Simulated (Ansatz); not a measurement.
# Generalised stacking fault on (110) of a KCl-RbCl solid solution (80 atoms): geometry optimisation

Wanted: the relaxed structure of generalised stacking fault on (110) of a KCl-RbCl solid solution (80 atoms) and its electronic structure.

Calculated with Ansatz 0.2.0; Kohn-Sham DFT, PBE, PAW (set soft_2), plane waves.

Most raw output is cut from this account.

## Step 1: Starting point

The cell holds 80 atoms: 13 Rb, 40 Cl and 27 K. Cell: a = 7.339 Å, b = 10.379 Å, c = 26.094 Å, α = 90.0°, β = 86.6°, γ = 90.0°. It derives from KCl and RbCl. CsCl-type KCl lattice (a = 3.6697 Å, the value set for the mixture), cell with z along [110], 2 x 2 x 5 periods; the third cell vector is tilted by 0.417 of [001] and lengthened by 0.1 Å, so the cell holds one fault; displaced by a Gaussian of 0.01 Å; 13 of 40 K sites given to Rb at random (lattice constant by Vegard's rule between KCl and RbCl).

Limits known from the start: Atoms were free to move along the slip, so the relaxation can undo part or all of it. The host structure and its lattice constant were typed by rule, without a check against the phase diagram.

## Step 2: Single point at the start

A single point comes first, to see the forces before anything moves.

Input file input.yaml:

```yaml
crystal:
  lattice:
    - [7.3394, 0.0, 0.0]
    - [0.0, 10.37948, 0.0]
    - [1.52902, 0.0, 26.0487]
  atoms:
    - { symbol: Rb, position: [0.79173, 0.00092, 0.99566] }
    - { symbol: Cl, position: [0.2287, 0.00062, 0.09925] }
    - { symbol: K, position: [0.2931, 0.99894, 0.99608] }
    - { symbol: Cl, position: [0.73063, 0.9991, 0.09992] }
    - { symbol: K, position: [0.79019, 0.49869, 0.99572] }
    - { symbol: Cl, position: [0.2308, 0.49817, 0.09923] }
    - { symbol: K, position: [0.29001, 0.49943, 0.99551] }
    - { symbol: Cl, position: [0.73229, 0.49891, 0.09929] }
[... 68 atom lines left out ...]
    - { symbol: K, position: [0.81434, 0.74971, 0.89558] }
    - { symbol: Cl, position: [0.04156, 0.74949, 0.99572] }
    - { symbol: Rb, position: [0.31488, 0.75033, 0.89632] }
    - { symbol: Cl, position: [0.54486, 0.75161, 0.99571] }
kpoints:
  mp_grid: { grid: [2, 1, 1] }
hamiltonian:
  xc: pbe
scf:
  occupations: { method: gaussian, width: 0.05 }
output:
  forces: true
  stress: true
  populations: true
  dos:
    method: { smearing: { sigma: 0.08 } }
    de: 0.1
    projected: { site_lists: { Cl: [Cl], K: [K], Rb: [Rb] } }
  eigenvalues: true
```

Started as:

```console
$ ansatz run input.yaml --threads 8 --pin off --max-ram 15872MiB --backend cpu --events-out ev --progress --plain --runs-dir out
```

Run time: 46 s. Hardware: 8 threads of Arm Neoverse V1, shared host; peak memory 6.8 GiB; 6 min of CPU time.

Numbers from this run:

```
free energy                                      : -127320.2566 eV
free energy per atom                             : -1591.5032 eV/atom
SCF cycles                                       : 7
pressure                                         : 5.439 GPa
r.m.s. force component                           : 0.2549 eV/Å
longest force                                    : 1.46 eV/Å
Fermi energy                                     : 6.42 eV
gap (highest filled to lowest empty level) : 5.513 eV
spilling of the projection                       : 0.004382
```

The r.m.s. force component of 0.25 eV/Å and the pressure of 5.4 GPa set the starting point.

Neighbours are counted within 3.62 Å (Cl-K), 3.62 Å (Cl-Rb).

Length of the force by element and coordination:

```tsv
element	coordination	atoms	mean length of the force (eV/Å)	spread	least	most
Cl	all	40	0.354	0.279	0.123	1.46
Cl	7	8	0.835	0.288	0.549	1.46
Cl	8	32	0.234	0.0671	0.123	0.356
K	all	27	0.222	0.332	0.0073	0.944
K	7	6	0.84	0.0626	0.745	0.944
K	8	21	0.0455	0.0208	0.0073	0.089
Rb	all	13	0.235	0.432	0.0238	1.34
Rb	7	2	1.24	0.0973	1.15	1.34
Rb	8	11	0.0512	0.0175	0.0238	0.0768
```

## Step 3: Relaxation

The atoms are relaxed in the fixed cell, aiming at the force tolerance of the input.

input.yaml, the sections that differ from step 2:

```yaml
output:
  forces: true
relax:
  f_tol: 0.05
  max_steps: 98
# crystal, kpoints, hamiltonian, scf: as in step 2
```

Run time: 2.2 min. Hardware: 8 threads; peak memory 6.9 GiB; 17 min of CPU time.

Relaxation path:

```tsv
step	energy less that of the first step (eV)	largest force component (eV/Å)
1	0.0000	1.4511
2	-1.0018	0.2216
3	-1.1299	0.0749
4	-1.2354	0.0922
5	-1.3926	0.1008
6	-1.5057	0.0614
7	-1.5130	0.0277
```

The atoms that moved most (Å):

```tsv
atom	dx	dy	dz	length
Cl6	-0.721	0.038	-0.029	0.722
Rb1	0.719	-0.011	0.044	0.720
K7	0.709	0.011	0.094	0.715
K3	0.713	0.004	0.044	0.714
Cl76	0.712	0.037	0.019	0.713
K5	0.707	0.014	0.085	0.712
Cl78	0.703	-0.028	0.106	0.711
Cl74	0.704	0.033	0.054	0.707
```

The relaxation changed the energy by -18.9 meV/atom, and atoms moved by 0.44 Å r.m.s., 0.72 Å at most.

## Step 4: Distances and neighbours after relaxation

Bonds before and after, by the cutoffs listed below:

```tsv
pair	bonds before	bonds after	mean before (Å)	mean after (Å)	spread before (Å)	spread after (Å)
Cl-K	210	216	3.165	3.170	0.080	0.071
Cl-Rb	102	104	3.169	3.213	0.065	0.058
```

Density 3.00 g/cm³, 24.80 Å³ an atom.

g(r), total and by pair (bins of 0.2 Å):

```tsv
r (Å)	total	Cl-Cl	Cl-K	Cl-Rb	K-K	K-Rb	Rb-Rb
3.00	1.07	0.00	3.18	0.00	0.00	0.00	0.00
3.20	6.45	0.00	12.24	14.25	0.00	0.00	0.00
3.40	0.29	0.00	0.33	1.10	0.00	0.00	0.00
3.60	3.39	5.90	0.00	0.00	7.90	7.85	6.25
3.80	0.99	2.89	0.00	0.00	0.62	1.46	1.34
4.00	0.00	0.00	0.00	0.00	0.00	0.00	0.00
4.20	0.00	0.00	0.00	0.00	0.00	0.00	0.00
4.40	0.00	0.00	0.00	0.00	0.00	0.00	0.00
4.60	0.00	0.00	0.00	0.00	0.00	0.00	0.00
4.80	0.00	0.00	0.00	0.00	0.00	0.00	0.00
5.00	1.02	1.86	0.00	0.00	2.44	2.19	1.46
5.20	2.53	5.25	0.00	0.00	4.94	4.90	4.52
5.40	0.83	1.67	0.00	0.00	1.38	1.75	2.63
5.60	0.00	0.00	0.00	0.00	0.00	0.00	0.00
5.80	0.04	0.00	0.08	0.04	0.00	0.00	0.00
6.00	3.49	0.03	6.81	7.30	0.00	0.00	0.00
6.20	3.48	1.48	5.86	5.41	1.02	1.05	0.96
6.40	0.89	1.62	0.00	0.00	1.50	2.90	0.00
6.60	0.42	0.78	0.00	0.00	0.91	0.94	0.87
6.80	0.00	0.00	0.00	0.00	0.00	0.00	0.00
7.00	0.00	0.00	0.00	0.00	0.00	0.00	0.00
7.20	0.06	0.24	0.00	0.00	0.00	0.00	0.00
7.40	1.03	1.95	0.00	0.00	2.61	1.33	4.00
7.60	0.00	0.00	0.00	0.00	0.00	0.00	0.00
7.80	1.04	0.00	2.00	2.25	0.00	0.00	0.00
```

Bonds by pair of elements; cutoffs follow the first minimum of g(r), held within bounds set by covalent radii, and pairs that aren't listed don't count as bonded:

```tsv
pair A-B	cutoff (Å)	bonds	mean length (Å)	spread (Å)	shortest (Å)	B about A	A about B
Cl-K	3.68	216	3.17	0.071	3.05	5.4	8
Cl-Rb	3.73	104	3.21	0.058	3.11	2.6	8
```

How many atoms have how many bonded neighbours:

```tsv
element	mean	8
Cl	8	40
K	8	27
Rb	8	13
```

Bond angles, per cent of each kind in bins of 5°:

```tsv
angle (°)	Cl-K-Cl	K-Cl-Rb	K-Cl-K	Cl-Rb-Cl	Rb-Cl-Rb
65–70	16.5	20.8	9.9	15.1	31.4
70–75	26.3	21.9	33.0	27.7	11.8
75–80	0.0	0.0	0.0	0.0	0.0
80–85	0.0	0.0	0.0	0.0	0.0
85–90	0.0	0.0	0.0	0.0	0.0
90–95	0.0	0.0	0.0	0.0	0.0
95–100	0.0	0.0	0.0	0.0	0.0
100–105	0.0	0.0	0.0	0.0	0.0
105–110	27.1	28.6	23.3	25.5	40.2
110–115	15.7	11.8	20.9	17.3	8.8
115–120	0.0	0.0	0.0	0.0	0.0
120–125	0.0	0.0	0.0	0.0	0.0
125–130	0.0	0.0	0.0	0.0	0.0
130–135	0.0	0.0	0.0	0.0	0.0
135–140	0.0	0.0	0.0	0.0	0.0
140–145	0.0	0.0	0.0	0.0	0.0
145–150	0.0	0.0	0.0	0.0	0.0
150–155	0.0	0.0	0.0	0.0	0.0
155–160	0.0	0.0	0.0	0.0	0.0
160–165	0.0	0.0	0.0	0.0	0.0
165–170	0.0	0.0	0.0	0.0	0.0
170–175	0.0	0.0	0.0	0.0	0.0
175–180	14.3	16.8	13.0	14.3	7.8
```

Bond angles (no mean is given where the spread exceeds 20°):

```tsv
angle	count	mean (°)	spread (°)
Cl-K-Cl	756	-	-
K-Cl-Rb	524	-	-
K-Cl-K	494	-	-
Cl-Rb-Cl	364	-	-
Rb-Cl-Rb	102	-	-
```

For some of the pairs, g(r) has its first main peak near 3.67 Å (Cl-Cl), 3.17 Å (Cl-K), 3.21 Å (Cl-Rb), 3.67 Å (K-K), 3.68 Å (K-Rb) and 3.68 Å (Rb-Rb). With the cutoffs above, all Cl atoms have 8, all K atoms have 8 and all Rb atoms have 8 bonded neighbours.

## Step 5: Single point at the relaxed geometry

One more single point at the end of the walk gives the fuller output and checks the residual forces.

Input file input.yaml:

```yaml
crystal:
  lattice:
    - [7.3394, 0.0, 0.0]
    - [0.0, 10.37948, 0.0]
    - [1.52902, 0.0, 26.0487]
  atoms:
    - { symbol: Rb, position: [0.88934, 0.99989, 0.99736] }
    - { symbol: Cl, position: [0.13496, 0.99668, 0.09755] }
    - { symbol: K, position: [0.38984, 0.99933, 0.99778] }
    - { symbol: Cl, position: [0.63931, 0.99667, 0.09758] }
    [... 70 atom lines left out ...]
    - { symbol: K, position: [0.38665, 0.2494, 0.89885] }
    - { symbol: Cl, position: [0.63854, 0.25281, 0.99676] }
    - { symbol: K, position: [0.88546, 0.7509, 0.89899] }
    - { symbol: Cl, position: [0.13648, 0.74678, 0.9998] }
    - { symbol: Rb, position: [0.38521, 0.74992, 0.89882] }
    - { symbol: Cl, position: [0.63529, 0.74711, 0.99902] }
kpoints:
  mp_grid: { grid: [2, 1, 1] }
hamiltonian:
  xc: pbe
scf:
  occupations: { method: gaussian, width: 0.05 }
output:
  forces: true
  stress: true
  populations: intrinsic
  dos:
    method: { smearing: { sigma: 0.15 } }
    de: 0.1
    projected: { site_lists: { Cl: [Cl], K: [K], Rb: [Rb] } }
  eigenvalues: true
  write_density: true
  write_potential: true
  volumetric_format: npy
  elf: true
```

Wall time 47 s (8 threads); peak memory 6.8 GiB.

The run gave:

```yaml
free_energy: -127321.7696 eV
free_energy_per_atom: -1591.5221 eV/atom
scf_cycles: 6
pressure: 4.887 GPa
r_m_s_force_component: 0.00748 eV/Å
longest_force: 0.03875 eV/Å
fermi_energy: 6.474 eV
spacing_of_highest_filled_and_lowest_empty_level: 5.578 eV
```

Intrinsic-atomic-orbital charges by element:

```tsv
element	coordination	atoms	mean charge (e)	spread	least	most
Cl	all	40	-0.774	0.0012	-0.777	-0.772
K	all	27	0.762	0.0042	0.753	0.768
Rb	all	13	0.799	0.004	0.791	0.804
```

States in the cell by windows of 1 eV, zero at the Fermi level; the larger projections on atomic orbitals stand beside the total:

```tsv
from (eV)	to (eV)	total	Cl p	Cl s	Rb p	K p
-18	-17	0.0	0.0	0.0	0.0	0.0
-17	-16	0.1	0.0	0.1	0.0	0.0
-16	-15	79.0	0.2	66.7	0.7	6.4
-15	-14	79.9	0.7	2.9	0.1	76.1
-14	-13	82.9	0.4	4.8	0.1	77.6
-13	-12	0.0	0.0	0.0	0.0	0.0
-12	-11	68.4	1.3	0.9	65.8	0.2
-11	-10	9.6	0.1	0.1	9.3	0.0
-10	-6	0.0	0.0	0.0	0.0	0.0
-6	-5	0.4	0.3	0.0	0.0	0.0
-5	-4	77.8	72.2	0.2	0.6	0.6
-4	-3	135.3	130.4	0.3	1.0	0.6
-3	-2	26.6	26.3	0.0	0.1	0.0
-2	2	0.0	0.0	0.0	0.0	0.0
2	3	1.0	0.0	0.2	0.0	0.0
3	4	15.5	0.2	0.4	0.0	0.0
4	5	60.0	1.4	1.6	0.1	0.1
```

The stored curve holds about 560 of the 640 electrons; the rest, give or take the few that broadening carries across the Fermi level, lie in deeper levels below its range.

The levels nearest the highest filled one (over half full), pooled over k-points and spins:

```tsv
level less the highest filled one (eV)	occupation
-0.09	2
-0.065	2
-0.0604	2
-0.0595	2
-0.0509	2
0	2
5.58	0
6.09	0
6.10	0
6.20	0
6.22	0
6.25	0
```

ELF in the ca plane at fractional y = 0.000, with atoms of Rb and Cl and K within 0.2 Å of it. It is the smooth field of the valence electrons, not physical close to the nuclei.

Ten even steps from '0' (0.01) to '9' (0.87), each cell a mean:
```
98994025775118999820256651169999401466411798
51697100110039979960001100289889710011003993
51697100100039978960011000289889710111003994
98994025653017999930356530069999502676411699
99961279998302788502799984016886116999951279
45411599999720132006999998201220059999984014
00002898579950000038985799510000179955996100
00003898469950000038984699510000279965997100
45301699899820121017998998301220049999994013
99851279999502787303899995126885016999961168
98983036775117999820367761169999401466520599
52796001111039979950011110289889710011101798
51696000100039978960011000289789710111001798
98994036663017999930367641069999403677510499
99951289998402788503899995016885127999961048
45411699999820132016999998301220059999994001
00003898479950000038984699610000279955996100
00003898479950000038985699610000279956996100
45301699999820121016999998301220059999983025
99951279999502787302799995026884016999951389
```
Columns run along c (16.0 Å, from fractional 0.39 to 1.00 of the cell), rows up along a (7.3 Å). Atoms in or near the plane, at fractional coordinates: Rb at (0.00, 0.89), K at (0.00, 0.39), Rb at (0.40, 0.89), Cl at (0.50, 0.14), Rb at (0.40, 0.39), Cl at (0.50, 0.63), K at (0.60, 0.88), Cl at (0.70, 0.14), K at (0.60, 0.38), Cl at (0.70, 0.63), K at (0.80, 0.89), Cl at (0.90, 0.14), K at (0.80, 0.39), Cl at (0.90, 0.64).

Electrostatic potential energy in the ca plane at fractional y = 0.000, with atoms of Rb and Cl and K within 0.2 Å of it. With pseudopotentials it is smooth inside the atoms' cores, unlike the true potential.

Values in eV, 11 rows by 16 columns, each cell a mean:
```
-40   6   9   8 -13 -30   4   9   9  -6 -58  -8   9   9   4 -30
-46   6   9   8 -14 -35   3   9   9  -8 -64 -14   9   9   4 -35
 -6   7  -4   6   3  -5   7  -4   3   5 -12   3   4   2   7  -5
  7   3 -42  -9   8   7   7 -36 -19   8   6   8 -17 -34   7   7
  6   6 -30  -5   7   5   8 -23 -12   7   5   8 -12 -31   7   6
-10   8   6   7  -8 -26   5   7   7   0 -29   2   7   4   6 -13
-31   6  10   8 -30 -63   0   9   9 -13 -67 -13   9  10   3 -38
-15   7   8   8 -11 -38   3   8   8  -1 -42  -3   8   8   6 -21
  5   6 -24   0   6   3   7 -17  -6   7   3   7  -8 -19   8   5
  7   3 -44 -11   8   7   7 -36 -23   8   7   8 -19 -38   7   7
  0   7 -11   2   4   1   8  -8  -4   6  -2   6   1  -9   7   1
```
Columns run along c (16.0 Å, from fractional 0.00 to 0.61 of the cell; values clipped at the 3rd and 97th percentile), rows up along a (7.3 Å). Atoms in or near the plane, at fractional coordinates: Cl at (0.10, 0.13), Cl at (0.10, 0.64), K at (0.20, 0.89), Cl at (0.30, 0.13), Rb at (0.20, 0.39), Cl at (0.30, 0.64), Rb at (0.40, 0.89), Cl at (0.50, 0.14), Rb at (0.40, 0.39), Cl at (0.50, 0.63), K at (0.60, 0.88), K at (0.60, 0.38).

Mean intrinsic-atomic-orbital charges: Cl -0.77, K +0.76, Rb +0.80 e.

A closer look about Rb1, picked at random: 15 atoms, nearest first, numbered in the order of the input, with positions taken from that point.

```tsv
atom	x	y	z	distance (Å)	bonds	intrinsic-atomic-orbital charge (e)
Rb1	0.00	0.00	0.00	0.00	8	0.80
Cl4	-1.68	-0.03	2.61	3.11	8	-0.77
Cl62	1.68	0.04	-2.62	3.12	8	-0.77
Cl78	1.82	-2.63	0.06	3.20	8	-0.77
Cl74	1.83	2.62	0.02	3.20	8	-0.77
Cl76	-1.84	2.63	-0.02	3.21	8	-0.77
Cl80	-1.86	-2.62	0.04	3.22	8	-0.77
Cl2	1.96	-0.03	2.61	3.26	8	-0.77
Cl64	-1.99	0.02	-2.59	3.27	8	-0.77
K77	-0.18	-2.58	-2.56	3.64	8	0.76
K73	-0.18	2.58	-2.59	3.66	8	0.76
K3	-3.67	-0.01	0.01	3.67	8	0.76
K3	3.67	-0.01	0.01	3.67	8	0.76
K17	0.13	-2.62	2.61	3.69	8	0.76
K9	0.12	2.61	2.62	3.70	8	0.76
```

The column of bonds counts only the pairs Cl-K within 3.68 Å, Cl-Rb within 3.73 Å; other neighbours, such as metal atoms beside each other in a compound, aren't counted, and periodic images can show an atom twice.

## Step 6: What came out

| Quantity | Value |
| --- | --- |
| energy change in the relaxation | -18.91 meV/atom |
| r.m.s. displacement | 0.444 Å |
| largest displacement | 0.722 Å |
| free energy per atom | -1591.5221 eV/atom |
| density | 3 g/cm³ |
| pressure | 4.887 GPa |
| r.m.s. force component | 0.00748 eV/Å |
| gap (highest filled to lowest empty level) | 5.578 eV |
| wall time of the 3 DFT runs | 3.8 min |

In words: Relaxation lowers the energy by 18.9 meV/atom and moves atoms by 0.44 Å r.m.s.; the r.m.s. force component goes from 0.25 to 0.0075 eV/Å, the pressure goes from 5.4 to 4.9 GPa, and the gap from 5.51 to 5.58 eV. By the final cutoffs 0 of 312 bonded pairs parted and 8 joined. Afterwards all atoms of each element have one and the same coordination, so bonds have reconnected across the defect, which no longer shows in the counts. Layers on the two sides of the fault moved in opposite directions along the plane, so much of the imposed slip has spread into a shear of the crystal. First to last step the energy falls by 1.513 eV; the largest move, 0.72 Å, is that of Cl6, with 6 other atoms within 2 % of it. The Cl-Rb bonds change most in mean length: from 3.169 Å (spread 0.065) to 3.213 Å (spread 0.058), and their number from 102 to 104. With the cutoffs above, all Cl atoms have 8, all K atoms have 8 and all Rb atoms have 8 bonded neighbours. The highest filled and lowest empty levels differ by 5.58 eV on the run's k-points; the mesh holds the band edges only if they fold onto it, so the gap at this level can be narrower or closed, while semilocal functionals tend to narrow gaps against experiment.

Caveats: Atoms were free to move along the slip, so the relaxation can undo part or all of it. The pressure of 4.9 GPa shows the cell to be compressed for this functional.

[Logs are printed without paths, hosts, clocks, repeated set-up lines and the standing remarks that a program may print on its own settings, such as how far it seeks lower states.]

[Hosts, paths, dates, database ids (printed as entryN), source tags and the programs' standing remarks are cut or masked in the printed files.]
